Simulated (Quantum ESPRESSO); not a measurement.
# Au in Quantum ESPRESSO: the effect of functional

Crystal: Au.

```
CELL_PARAMETERS angstrom
0.00000 2.03500 2.03500
2.03500 0.00000 2.03500
2.03500 2.03500 0.00000
ATOMIC_POSITIONS crystal
Au 0.00000 0.00000 0.00000
```

Alike in all runs:

- Program: Quantum ESPRESSO 7.5
- Task: phonons
- Cutoff: 612 eV
- Density cutoff: 4898 eV
- k mesh: 11 × 11 × 11
- Occupations: cold, width 0.2 eV
- Spin: no spin polarisation

Each run relaxes the cell or the atoms first.

Q: One run gave: relaxed volume 18.27 Å³/atom; highest phonon frequency 114 cm⁻¹. Which functional did it use?
A. PBE
B. revPBE
C. LDA
D. AM05
E. vdW-DF-cx

A: B.

```csv
functional,potentials or basis,relaxed volume (Å³/atom),highest phonon frequency (cm⁻¹)
LDA,GBRV 1.5 LDA,16.54,139
PBE,GBRV 1.5 PBE,17.91,120
PBEsol,GBRV 1.5 PBEsol,16.96,133
RPBE,GBRV 1.5 PBE,18.42,112
AM05,GBRV 1.5 PBE,16.94,133
revPBE,GBRV 1.5 PBE,18.27,114
vdW-DF-cx,GBRV 1.5 PBE,17.10,135
```

Caveats: the q point doesn't lie on the k mesh, which can shift a metal's frequencies strongly unless the mesh is converged; the potentials were made for another functional, which shifts forces and pressure (some runs).
